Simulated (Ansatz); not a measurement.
ZnSiP2 in Ansatz: the effect of functional

Crystal: ZnSiP2.

```
Zn P Si
1.0
    -2.68670    2.68670    5.23003
     2.68670   -2.68670    5.23003
     2.68670    2.68670   -5.23003
Zn P Si
2 4 2
Direct
  0.75000 0.25000 0.50000
  0.00000 0.00000 0.00000
  0.14230 0.62500 0.01730
  0.60770 0.12500 0.98270
  0.87500 0.85770 0.48270
  0.37500 0.39230 0.51730
  0.25000 0.75000 0.50000
  0.50000 0.50000 0.00000
```

The cell is a database's computed one.

Alike in all runs:

| Quantity | Value |
| --- | --- |
| Program | Ansatz 0.2.0 |
| Task | band structure |
| Potentials or basis | Ansatz PAW |
| k mesh | 5 × 5 × 5 |
| Occupations | fermi-dirac, width 0.05 eV |
| Spin | no spin polarisation |

```csv
functional,cutoff,gap on the mesh (eV),pressure (GPa)
RPBE,420 eV (not typed: the program's choice for these potentials),1.39,4.3
revPBE,420 eV (not typed: the program's choice for these potentials),1.37,3.7
BLYP,420 eV (not typed: the program's choice for these potentials),?,?
r2SCAN,500 eV (not typed: the program's choice for these potentials),1.56,0.2
```

Question: What does the run with functional BLYP give?

Answer: gap on the mesh 1.51 eV; pressure 6.1 GPa.

Caveats: the PAW data sets come from PBE, with cores solved anew for the run's functional, which leaves a small shift of forces and pressure.

Runs at the PBE level aren't shown here.
